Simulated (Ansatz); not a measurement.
Input of an Ansatz 0.2.0 run:

File input.yaml:

```yaml
crystal:
  lattice:
    - [4.1328681392, 0.0, 0.0]
    - [-2.0664340696, 3.5791687991, 0.0]
    - [0.0, 0.0, 5.008752]
  atoms:
    - { symbol: Ge, position: [0.3333333333, 0.6666666667, 0.75] }
    - { symbol: Ge, position: [0.6666666667, 0.3333333333, 0.25] }
    - { symbol: Fe, position: [0.3333333333, 0.6666666667, 0.25], spin: 3.0 }
    - { symbol: Fe, position: [0.6666666667, 0.3333333333, 0.75], spin: 3.0 }
    - { symbol: Fe, position: [0.0, 0.0, 0.5], spin: 3.0 }
    - { symbol: Fe, position: [0.0, 0.0, 0.0], spin: 3.0 }
hamiltonian:
  xc: pbesol
  pseudopotentials: { kind: paw }
magnetization:
  spin_polarized: true
  initial_magnetization: 12.0
  spin_locking: { lock_magnetization: hard }
kpoints:
  mp_grid: { grid: [6, 6, 5] }
scf:
  occupations: { method: fermi_dirac, width: 0.05 }
  lower_state_search: "off"
output:
  forces: true
  stress: true
  eigenvalues: true
  write_density: true
  write_potential: true
  elf: true
  volumetric_format: npy
```

Potentials or basis: Ansatz PAW.

Launch:

```sh
$ ansatz run input.yaml --threads 2 --pin off --max-ram 5632MiB --backend cpu --events-out ev --progress --plain --runs-dir out
```

(1) Estimate the pressure.

Answers

(1) 10.0 GPa.

Caveat: the total moment is fixed, so each spin has its own Fermi level; the PAW data sets come from PBE, with cores solved anew for the run's functional, which leaves a small shift of forces and pressure; the thresholds are loose for stress.
